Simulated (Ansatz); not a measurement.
Al2O3:

```xyz
5
Lattice="3.0175 0.0000 0.0000 -1.5087 2.6132 0.0000 0.0000 0.0000 7.5746" Properties=species:S:1:pos:R:3 pbc="T T T"
Al    0.0000    0.0000    5.4693
Al    0.0000    0.0000    2.1054
O     0.0000    0.0000    3.7873
O     1.5087    0.8711    6.0638
O     0.0000    1.7421    1.5108
```

Measurements of this composition are mostly on another form, of space group No. 167.

Base run:

```yaml
Program: Ansatz 0.2.0
Functional: PBE0
Potentials_or_basis: Ansatz PAW
Cutoff: 420 eV
Density_cutoff: 1680 eV
k_mesh: 8 × 8 × 4
Occupations: fermi-dirac, width 0.05 eV
Spin: no spin polarisation
```

Its results: band gap on the k mesh 4.68 eV, direct; largest force 0.437 eV/Å.

After a change of settings the same cell gave: band gap on the k mesh 3.93 eV, direct; largest force 0.431 eV/Å. Which change was it?
A. functional from PBE0 to BLYP; k mesh from 8 × 8 × 4 to 10 × 10 × 4
B. functional from PBE0 to PBEsol; k mesh from 8 × 8 × 4 to 10 × 10 × 4
C. functional from PBE0 to HSE06
D. functional from PBE0 to r2SCAN; cutoff from 420 eV to 500 eV; density cutoff from 1680 eV to 2000 eV; k mesh from 8 × 8 × 4 to 10 × 10 × 4

C.

Caveats: the PAW data sets come from PBE, with cores solved anew for the run's functional, which leaves a small shift of forces and pressure.

Not every run made on this cell is shown here.
